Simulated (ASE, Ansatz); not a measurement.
# Convergence of a linear-scaling basis for C(110) slab, H on the bottom face (180 atoms), part 2 of 2

Aim: test how closely localised support functions follow the reference on C(110) slab, H on the bottom face (180 atoms), and at what cost. A setting counts as converged where the r.m.s. difference of forces stays under 1 % of the r.m.s. force.

Ansatz 0.2.0; Kohn-Sham DFT, LDA, PAW (set soft_2), plane waves.

The cell: 150 C and 30 H. Beside vacuum, support functions can miss their usual error bounds without a warning. The main run has no spin polarisation. Sampling is at Γ alone, for a cell whose shortest periodic width is 11 Å.

So far. Step 2 (Plane-wave single point): Electrostatic potential energy in the cb plane at fractional x = 0.000, with atoms of C and H within 0.2 Å of it. With pseudopotentials it is smooth inside the atoms' cores, unlike the true potential.

## (3) Distances and neighbours

Bonds and neighbours are counted at the geometry of the runs.

Normalised to the volume that the atoms fill. Pair distribution functions g(r), in bins of 0.1 Å:

```
r (Å)  total   C-C   C-H    H-H
 0.95   0.00  0.00  0.00   0.00
 1.05   0.84  0.00  3.01   0.00
 1.15   0.50  0.00  1.81   0.00
 1.25   0.00  0.00  0.00   0.00
 1.35   0.00  0.00  0.00   0.00
 1.45   0.51  0.74  0.00   0.00
 1.55   5.28  7.61  0.00   0.00
 1.65   0.22  0.32  0.00   0.00
 1.75   0.00  0.00  0.00   0.00
 1.85   0.24  0.00  0.00   8.74
 1.95   0.20  0.00  0.00   7.15
 2.05   0.01  0.00  0.04   0.00
 2.15   0.77  0.00  2.79   0.00
 2.25   0.23  0.00  0.81   0.00
 2.35   0.00  0.00  0.00   0.00
 2.45   1.66  2.04  0.06   8.16
 2.55   5.25  6.60  1.40  10.10
 2.65   0.13  0.03  0.39   0.00
 2.75   0.72  0.00  2.60   0.00
 2.85   0.25  0.24  0.31   0.00
 2.95   3.79  5.45  0.02   0.00
 3.05   0.36  0.35  0.43   0.00
 3.15   0.04  0.00  0.16   0.00
 3.25   0.03  0.00  0.11   0.00
 3.35   0.25  0.00  0.91   0.00
 3.45   0.35  0.03  1.18   0.16
 3.55   1.36  1.69  0.26   4.08
 3.65   0.19  0.27  0.00   0.29
 3.75   0.00  0.00  0.00   0.00
 3.85   1.51  2.14  0.09   0.00
 3.95   1.16  1.05  1.50   0.36
 4.05   0.16  0.00  0.26   3.16
 4.15   0.26  0.00  0.94   0.00
 4.25   0.28  0.03  0.90   0.31
 4.35   3.32  4.12  0.88   7.66
 4.45   0.69  0.66  0.71   1.08
 4.55   0.42  0.39  0.54   0.00
 4.65   1.79  2.36  0.54   0.00
 4.75   0.09  0.03  0.24   0.00
 4.85   0.00  0.00  0.01   0.00
 4.95   0.37  0.12  1.02   0.15
 5.05   1.26  1.45  0.73   2.03
 5.15   0.34  0.07  0.84   2.24
 5.25   1.69  2.26  0.43   0.00
```

Bonds by pair of elements; cutoffs follow the first minimum of g(r), held within bounds set by covalent radii, and pairs that aren't listed don't count as bonded:

```
pair A-B  cutoff (Å)  bonds  mean length (Å)  spread (Å)  shortest (Å)  B about A  A about B
     C-C        1.85    270             1.54        0.03          1.46        3.6        3.6
     C-H        1.34     30             1.10       0.026          1.02        0.2          1
```

How many atoms have how many bonded neighbours:

```
element  mean   1   3    4
      C   3.8   0  30  120
      H     1  30   0    0
```

Bond angles, per cent of each kind in bins of 5°:

```
angle (°)  C-C-C  C-C-H
  100–105    0.6    1.1
  105–110   61.7   55.6
  110–115   37.5   43.3
  115–120    0.3    0.0
```

Bond angles (no mean is given where the spread exceeds 20°):

```
angle  count  mean (°)  spread (°)
C-C-C    720       109         1.7
C-C-H     90       110           2
```

Bond length by coordination (bonds to H left out):

```
element  coordination  atoms  mean bond length (Å)
      C             3     30                  1.55
      C             4    120                  1.54
```

First main peaks of g(r), for some of the pairs, lie near 1.54 Å (C-C) and 1.09 Å (C-H). With the cutoffs above, 80 % of C atoms have 4 and all H atoms have 1 bonded neighbour. The C-C-C angle averages 109° with a spread of 1.7°.

A closer look about C70, which has 3 bonded neighbours where the commonest count for C is 4: 11 atoms, nearest first, numbered in the order of the input, with positions taken from that point.

```
atom      x      y      z  distance (Å)  bonds  Löwdin charge (e)     Fx     Fy  Fz (eV/Å)
 C70   0.00   0.00   0.00          0.00      3               0.00  -0.67   4.37      -1.76
 C99   1.24   0.86  -0.02          1.51      3               0.02  -0.33  -4.02      -1.65
 C67  -0.05  -0.88  -1.27          1.55      4               0.04   0.38  -1.94       1.42
 C69  -1.28   0.88  -0.02          1.55      3               0.01  -0.27  -4.23      -1.88
C100   2.49  -0.01   0.01          2.49      3              -0.01   0.39   4.54      -1.98
C148   1.20  -1.77  -1.28          2.50      4               0.04   0.89   1.03       0.79
 C98   1.22   1.80  -1.27          2.52      4               0.04   0.13   0.81       1.47
 C66  -0.03  -0.03  -2.53          2.53      4               0.01  -0.50   1.70      -0.55
 C40  -2.54  -0.02  -0.05          2.54      3               0.01  -0.02   4.95      -0.89
C138  -1.30  -1.79  -1.26          2.55      4               0.04   0.24   0.74       0.44
 C68  -1.31   1.76  -1.31          2.56      4               0.04   0.29   1.85       1.85
```

The column of bonds counts only the pairs C-C within 1.85 Å, C-H within 1.34 Å; other neighbours, such as metal atoms beside each other in a compound, aren't counted, and periodic images can show an atom twice.

## (4) Support functions medium

The cell is solved in localised support functions.

This step: Kohn-Sham DFT, LDA, PAW (set soft_2), localised support functions (medium) (Ansatz 0.2.0).

File input.yaml:

```yaml
crystal:
  lattice:
    - [12.61125, 0.0, 0.0]
    - [0.0, 10.701, 0.0]
    - [0.0, 0.0, 17.93448]
  atoms:
    [... the 180 atom lines of step 2 ...]
kpoints:
  mp_grid: { grid: [1, 1, 1] }
hamiltonian:
  xc: lda
scf:
  occupations: { method: fermi_dirac, width: 0.05 }
  eigensolver: { kind: { support_functions: { accuracy: medium } } }
  mixing: { beta: 0.4 }
  max_iter: 150
output:
  forces: true
  eigenvalues: true
```

The run is started by

```bash
> ansatz run input.yaml --threads 8 --pin off --max-ram 15872MiB --backend cpu --events-out ev --progress --plain --runs-dir out
```

Log:

```text
Warning: scf.eigensolver.kind.support_functions: disabling space-group detection — the functions' gradient is summed over unrotated k-points, so no spatial operation reduces the k-mesh or symmetrises the density; time reversal is kept, so that k and −k are solved as one point where they differ and the mesh holds both, and exact exchange and, on two spinor components, a DFT+U term hold to it where the run has them: [...]
settings of this run that can trade accuracy for cost: scf.eigensolver.kind.support_functions [...]
[...]
Crystal: 180 atoms, lattice volume = 2420.312 Å³
Basis set: ecut = 420 eV, 47291 PW (Γ)
Bands: 378, of which v1, the nominal top of the filled ones, is band 315 counted from 1 (314 counted from 0)
Symmetry: 1 space group operations
k-points: 1
[...]
SCF iter   1: F=—  HF=-36882.377044 eV  |F-HF|=—  |Δ(HF+E_count)|=         —  Δρ=7.69e-2  dr2=1.28e2  ethr=1.00e-1
[...]
SCF iter  16: F=—  HF=-36854.107658 eV  |F-HF|=—  |Δ(HF+E_count)|=   1.87e-6  Δρ=1.05e-5  dr2=5.11e-6  ethr=2.06e-9  κ⁻¹=1.5e-4(r=7)
SCF iter  17: F=-36854.107659 eV  HF=-36854.107659 eV  |F-HF|=1.19e-7  |Δ(HF+E_count)|=   8.19e-7  Δρ=6.08e-6  dr2=2.26e-6  ethr=8.12e-10
SCF 1 converged in 17 iterations: F = -36854.116540 eV  dr2 = 2.26e-6
[...]
SCF converged after 17 iterations
Stability not checked: this state was not tested for a lower state beside it, because the mixer in use, unlike msr1, does not test its closes by its own steps (another_mixer; see scf.mixing.algorithm and scf.lower_state_search)
Free energy (F): -36854.116540 eV
[...]
Internal energy: -36854.110233 eV  (E = F + TS)
E sigma→0 (E₀):  -36854.113387 eV
Entropy (-TS):   -0.006307 eV (-0.035 meV/atom)
Fermi energy:    2.022479 eV
[...]
Σ components = -36854.116540   (vs F -36854.116540, Δ=0.00e0)
--- Forces (eV/Å), atoms counted from 1 ---
  atom   1  C      0.02091413    -0.19620597     1.11168463
  atom   2  C      0.76963353     0.70526587     0.48979792
  atom   3  C     -1.56305302     1.47027640     0.24064575
  atom   4  C      0.58164401    -0.93708159    -0.46607723
[...]
atom 180  H      0.03825141    -0.21484564    -0.69176150
  max |Σ_I F_I| component: 2.17e-2 eV/Å
--- Band table (eV) ---
[...]
```

Run time: 82 s. Hardware: 8 threads of Arm Neoverse V1, shared host; peak memory 4.3 GiB.

The program notes that the band table was not solved further than the SCF left it and it switched symmetry off.

Keys that differ from the reference: support_functions.accuracy = "medium", scf.max_iter = 150 and scf.mixing.beta = 0.4.

Forces differ from the reference by 3.5 meV/Å r.m.s., 0.22 % of their size, well within a tolerance of 1 %; the energy by -4.7 meV/atom. It took 82 s and 17 cycles; the reference's time can't be set against it, since the two runs asked for unlike analyses.

## (5) Cost against change

Differences are against the plane-wave reference (Kohn-Sham DFT, LDA, PAW (set soft_2), plane waves), whose r.m.s. force component is 1.55 eV/Å. Energies are set beside the reference only for runs with its functional, potentials and electron count. Times are for 8 threads of Arm Neoverse V1, shared host. The reference's time includes the DOS and grids, which some other runs skip.

```
                     run  Δ force, r.m.s. (meV/Å)  share of r.m.s. force (%)  Δ energy (meV/atom)  Δ gap (eV)  cycles  time  host memory (GiB)
               reference                        -                          -                    -           -      16  41 s                3.0
support functions medium                     3.49                      0.225                -4.71       0.001      17  82 s                4.3
```

## (6) Summary of results

```
free energy per atom                             : -204.7404 eV/atom
r.m.s. force component                           : 1.553 eV/Å
gap (highest filled to lowest empty level) : 0.6134 eV
wall time of the 2 DFT runs                      : 2 min
```

Against plane waves at 420 eV, the forces differ by 3.5 meV/Å (0.22 %) with support functions medium. At 180 atoms the run with support functions medium takes roughly 2.0 times the time of plane waves (whose run also made extra analyses, so the like-for-like ratio is larger), in 17 SCF cycles against 16. Differences between support functions and plane waves include what basis error the plane-wave run still has.

The highest filled and lowest empty levels differ by 0.613 eV at Γ alone; the mesh holds the band edges only if they fold onto it, so the gap at this level can be narrower or closed, and states at the surface or the caps may set it. With the cutoffs above, 80 % of C atoms have 4 and all H atoms have 1 bonded neighbour.

Caveats: The geometry was built by rule, was displaced at random and isn't relaxed at this level: its force components are 1.6 eV/Å r.m.s. The slab bears a dipole and has periodic images along its normal, so a spurious field crosses the vacuum.

[Logs are printed without paths, hosts, clocks, repeated set-up lines and the standing remarks that a program may print on its own settings, such as how far it seeks lower states.]

[Hosts, paths, dates, database ids (printed as entryN), source tags and the programs' standing remarks are cut or masked in the printed files.]
